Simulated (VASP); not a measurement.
# Mg (P6_3/mmc) in VASP: further runs, part 2 of 2

VASP 6.6.1. Earlier steps stand in the parts before.

### Step 3. Relaxation of cell and atoms, LDA

This run uses another cell than the first one, of 22.59 Å³/atom, 1.046 times its volume.

File INCAR:

```
PREC = Accurate
ENCUT = 600
EDIFF = 1E-7
ISMEAR = 0
SIGMA = 0.1
LREAL = False
LASPH = True
NELM = 100
ALGO = Normal
ISIF = 3
LWAVE = False
LCHARG = False
IBRION = 2
NSW = 100
EDIFFG = -0.002
```

File KPOINTS:

```
regular mesh
0
Gamma
  15 15 8
```

File POSCAR:

```
Mg
1.0
    3.1800000000      0.0000000000      0.0000000000
   -1.5900000000      2.7539608000      0.0000000000
    0.0000000000      0.0000000000      5.1600000000
Mg
2
Direct
    0.3333333000      0.6666667000      0.2500000000
    0.6666667000      0.3333333000      0.7500000000
```

Potentials or basis: VASP PAW LDA potentials, release 64 (Mg).

Command:

```bash
$ cat potpaw_LDA.64/Mg/POTCAR > POTCAR
$ mpirun -np 1 vasp_std > vasp.out
```

OUTCAR:

```text
PREC = Accurate
   ENCUT = 600
   EDIFF = 1E-7
   ISMEAR = 0
   LREAL = False
   LASPH = True
   NELM = 100
   ISIF = 3
   IBRION = 2
   NSW = 100
   EDIFFG = -0.002

 ion  position               nearest neighbor table
   1  0.333  0.667  0.250-   2 3.17   2 3.17   2 3.17   2 3.17   2 3.17   2 3.17
   2  0.667  0.333  0.750-   1 3.17   1 3.17   1 3.17   1 3.17   1 3.17   1 3.17

  LATTYP: Found a hexagonal cell.
 ALAT       =     3.1800000000
 C/A-ratio  =     1.6226415094

  Lattice vectors:

 A1 = (   3.1800000000,   0.0000000000,   0.0000000000)
 A2 = (  -1.5900000000,   2.7539608000,   0.0000000000)
 A3 = (   0.0000000000,   0.0000000000,   5.1600000000)

Analysis of symmetry for initial positions (statically):
=====================================================================
 Subroutine PRICEL returns:
 Original cell was already a primitive cell.

 Routine SETGRP: Setting up the symmetry group for a
 hexagonal supercell.

 Subroutine GETGRP returns: Found 24 space group operations
 (whereof 12 operations were pure point group operations)
 out of a pool of 24 trial point group operations.

The static configuration has the point symmetry D_3d.
 The point group associated with its full space group is D_6h.

Analysis of symmetry for dynamics (positions and initial velocities):
=====================================================================
 Subroutine PRICEL returns:
 Original cell was already a primitive cell.

 Routine SETGRP: Setting up the symmetry group for a
 hexagonal supercell.

 Subroutine GETGRP returns: Found 24 space group operations
 (whereof 12 operations were pure point group operations)
 out of a pool of 24 trial point group operations.

The dynamic configuration has the point symmetry D_3d.
 The point group associated with its full space group is D_6h.

 Subroutine INISYM returns: Found 24 space group operations
[... 129 lines left out ...]
 non-spin polarized calculation
 Gauss-broadening in eV      SIGMA  =   0.10
  energy-cutoff  :      600.00
  volume of cell :       45.19
 maximum number of plane-waves:      1534
 NGX is ok and might be reduce to    28
   NGX = 13   NGY = 13   NGZ = 21

--------------------------------------- Ionic step        1  -------------------------------------------

 number of electron       4.0000000 magnetization

 Free energy of the ion-electron system (eV)
  ---------------------------------------------------
  ext. energy  EPLUGINS =         0.00000000
  ---------------------------------------------------
  free energy    TOTEN  =        -3.60752109 eV

  energy without entropy =       -3.60250430  energy(sigma->0) =       -3.60501270

------------------------ aborting loop because EDIFF is reached ----------------------------------------

  FORCE on cell =-STRESS in cart. coord.  units (eV):
  Direction    XX          YY          ZZ          XY          YZ          ZX
  --------------------------------------------------------------------------------------
  -------------------------------------------------------------------------------------
  Total       -0.4815439     -0.4815439     -0.6882754      0.0000000      0.0000000      0.0000000
  in kB      -17.0730821    -17.0730823    -24.4027223      0.0000000      0.0000000      0.0000000
  external PRESSURE =     -19.5162956 kB  Pullay stress =       0.0000000 kB
[... 239 lines left out ...]
--------------------------------------- Ionic step        8  -------------------------------------------

 number of electron       4.0000000 magnetization

 Free energy of the ion-electron system (eV)
  ---------------------------------------------------
  ext. energy  EPLUGINS =         0.00000000
  ---------------------------------------------------
  free energy    TOTEN  =        -3.62339954 eV

  energy without entropy =       -3.61875375  energy(sigma->0) =       -3.62107665

 E-fermi :   2.8321     XC(G=0):  -8.9046

 val. band max:        2.8070108147   @ k =   0.3333   0.1333   0.1250
 cond. band min:       2.8420482345   @ k =   0.2667   0.2667   0.2500
 fundamental gap:      0.0350374198
 Fermi energy:         2.8320886447

 k-point     1 :       0.0000    0.0000    0.0000
  band No.  band energies     occupation
      1      -4.3841      2.00000
      2       1.1482      2.00000
      3       1.6974      2.00000
      4      13.9832      0.00000
      5      13.9832      0.00000
      6      14.1351      0.00000
[... 199 lines left out ...]
 k-point    24 :       0.4000    0.2000    0.0000
  band No.  band energies     occupation
      1       1.1301      2.00000
      2       1.1601      2.00000
      3       4.7528      0.00000
      4       6.1546      0.00000
      5       6.5244      0.00000
      6       6.8642      0.00000

 [... further k-points ...]

------------------------ aborting loop because EDIFF is reached ----------------------------------------

  FORCE on cell =-STRESS in cart. coord.  units (eV):
  Direction    XX          YY          ZZ          XY          YZ          ZX
  --------------------------------------------------------------------------------------
  -------------------------------------------------------------------------------------
  Total       -0.0002021     -0.0002021     -0.0003222      0.0000000     -0.0000000      0.0000000
  in kB       -0.0075568     -0.0075568     -0.0120461      0.0000000     -0.0000000      0.0000000
  external PRESSURE =      -0.0090532 kB  Pullay stress =       0.0000000 kB
[... 17 lines left out ...]
  FREE ENERGIE OF THE ION-ELECTRON SYSTEM (eV)
  ---------------------------------------------------
  free  energy   TOTEN  =        -3.6233995445 eV

  energy  without entropy=       -3.6187537456  energy(sigma->0) =       -3.62107665

 reached required accuracy - stopping structural energy minimisation
```

CONTCAR:

```text
Mg
   1.00000000000000
     3.1381648723363114    0.0000000000000000    0.0000000000000000
    -1.5690824361681557    2.7177305160380660    0.0000000000000000
    -0.0000000000000000   -0.0000000000000000    5.0246635440462564
  Mg
     2
Direct
     0.3333332999999996    0.6666667000000004    0.2500000000000000
     0.6666667000000004    0.3333332999999996    0.7500000000000000

  0.00000000E+00  0.00000000E+00  0.00000000E+00
  0.00000000E+00  0.00000000E+00  0.00000000E+00
```

Run time: 74 s. Hardware: 1 thread of AMD EPYC 7R13 (Zen 3), shared host; peak memory 0.16 GiB.

Results:

```yaml
Free_energy: -3.6234 eV
Relaxed_volume: 21.43 Å³/atom
Relaxed_cell: a = 3.138 Å, b = 3.138 Å, c = 5.025 Å, α = 90.00°, β = 90.00°, γ = 120.00°
Space_group_after_relaxing_to_0.05_Å: P6_3/mmc (No. 194)
Energy_gained_by_relaxing: 7.9 meV/atom
Ionic_steps: 8
Pressure_after_relaxing: 0.0 GPa
Band_gap_on_the_k_mesh: none (metal or under the smearing width)
```

The path:
```
step  energy change (eV)  largest force (eV/Å)  pressure (GPa)  volume (Å³)
   1              0.0000                0.0000           -1.95        45.19
   2             -0.0146                0.0000           -0.52        43.41
   3             -0.0156                0.0000            0.01        42.84
   4             -0.0156                0.0000            0.06        42.79
   5             -0.0158                0.0000            0.04        42.80
   6             -0.0159                0.0000            0.03        42.82
   7             -0.0159                0.0000            0.03        42.82
   8             -0.0159                0.0000            0.00        42.85
```

Final structure:
```
Mg
1.0
     3.13816    0.00000    0.00000
    -1.56908    2.71773    0.00000
     0.00000    0.00000    5.02466
Mg
2
Cartesian
  0.0000 1.8118 1.2562
  1.5691 0.9059 3.7685
```

### Step 4. Single point, LDA

This run uses another cell than the first one, of 22.59 Å³/atom, 1.046 times its volume.

File INCAR:

```
SYSTEM = Mg
ALGO = Normal
EDIFF = 1E-7
ENCUT = 520
ISIF = 2
ISMEAR = 0
LASPH = .TRUE.
LCHARG = .FALSE.
LREAL = .FALSE.
LWAVE = .FALSE.
NBANDS = 9
NELM = 100
PREC = Accurate
SIGMA = 0.1
```

File KPOINTS:

```
k-points
0
G
  6 6 4
  0 0 0
```

POSCAR is that of step 3.

Potentials or basis: VASP PAW LDA potentials, release 64 (Mg).

Command:

```bash
$ cat potpaw_LDA.64/Mg/POTCAR > POTCAR
$ mpirun -np 1 vasp_std > vasp.out
```

OUTCAR:

```text
SYSTEM = Mg
   EDIFF = 1E-7
   ENCUT = 520
   ISIF = 2
   ISMEAR = 0
   LASPH = .TRUE.
   LREAL = .FALSE.
   NELM = 100
   PREC = Accurate

 ion  position               nearest neighbor table
   1  0.333  0.667  0.250-   2 3.17   2 3.17   2 3.17   2 3.17   2 3.17   2 3.17
   2  0.667  0.333  0.750-   1 3.17   1 3.17   1 3.17   1 3.17   1 3.17   1 3.17

  LATTYP: Found a hexagonal cell.
 ALAT       =     3.1800000000
 C/A-ratio  =     1.6226415094

  Lattice vectors:

[... 437 lines left out ...]
------------------------ aborting loop because EDIFF is reached ----------------------------------------

  FORCE on cell =-STRESS in cart. coord.  units (eV):
  Direction    XX          YY          ZZ          XY          YZ          ZX
  --------------------------------------------------------------------------------------
  -------------------------------------------------------------------------------------
  Total       -0.5412886     -0.5412886     -0.5358478      0.0000000      0.0000000      0.0000000
  in kB      -19.1913211    -19.1913213    -18.9984202      0.0000000      0.0000000      0.0000000
  external PRESSURE =     -19.1270209 kB  Pullay stress =       0.0000000 kB

 VOLUME and BASIS-vectors are now :
 -----------------------------------------------------------------------------
  energy-cutoff  :      520.00
  volume of cell :       45.19
      direct lattice vectors                 reciprocal lattice vectors
     3.180000000  0.000000000  0.000000000     0.314465409  0.181556687  0.000000000
    -1.590000000  2.753960800  0.000000000     0.000000000  0.363113375  0.000000000
     0.000000000  0.000000000  5.160000000     0.000000000  0.000000000  0.193798450

 POSITION                                       TOTAL-FORCE (eV/Angst)
 -----------------------------------------------------------------------------------
     -0.00000      1.83597      1.29000         0.000000      0.000000      0.000000
      1.59000      0.91799      3.87000        -0.000000     -0.000000      0.000000
 -----------------------------------------------------------------------------------
    total drift:                                0.000000     -0.000000      0.000000

  FREE ENERGIE OF THE ION-ELECTRON SYSTEM (eV)
  ---------------------------------------------------
  free  energy   TOTEN  =        -3.5427159103 eV

  energy  without entropy=       -3.5354126112  energy(sigma->0) =       -3.53906426
```

stdout:

```text
POSCAR found type information on POSCAR Mg
 POSCAR found :  1 types and       2 ions
 scaLAPACK will be used
 LDA part: xc-table for (Slater(with rela. corr.)+CA(PZ))
 , standard interpolation
 POSCAR, INCAR and KPOINTS ok, starting setup
 FFT: planning ... GRIDC
 FFT: planning ... GRID_SOFT
 FFT: planning ... GRID
 WAVECAR not read
 entering main loop
```

It took 4.4 s on 1 thread of AMD EPYC 7R13 (Zen 3), shared host; peak memory 0.11 GiB.

What came out:

```
Free energy            : -3.5427 eV
Pressure               : -1.9 GPa
Band gap on the k mesh : none (metal or under the smearing width)
```

Levels at points of the mesh, in eV from the Fermi level:
```csv
k point,band 1,band 2,band 3,band 4,band 5,band 6
"(0.00, 0.00, 0.00)",-6.85,-1.54,-1.13,11.12,11.12,11.19
"(0.50, 0.00, 0.00)",-2.02,-2.01,2.82,3.21,3.42,3.84
"(0.00, 0.00, 0.50)",-5.45,-5.45,5.21,5.21,11.87,11.87
"(0.50, 0.00, 0.50)",-0.96,-0.96,-0.33,-0.33,8.20,8.20
```

Caveat: the k mesh is coarse (spacing up to 0.38 Å⁻¹), so the values aren't converged.

### Step 5. Overview

| task | cell | k mesh | cutoff (eV) | mesh quality | gap on the mesh (eV) | pressure (GPa) |
| --- | --- | --- | --- | --- | --- | --- |
| single point | P6_3/mmc, 21.6 Å³/atom | 15 × 15 × 8 | 520 | not flagged | none | -0.3 |
| relaxation of cell and atoms | relaxed | 15 × 15 × 8 | 600 | not flagged | none | 0.0 |
| single point | P6_3/mmc, 22.59 Å³/atom | 6 × 6 × 4 | 520 | coarse | none | -1.9 |

Alike in all rows: level LDA; potentials or basis VASP PAW LDA potentials, release 64 (Mg); no spin polarisation; smearing gaussian 0.1 eV.

Caveats: some runs use coarse meshes.

Absolute energies hang on the potentials; compare differences alone.
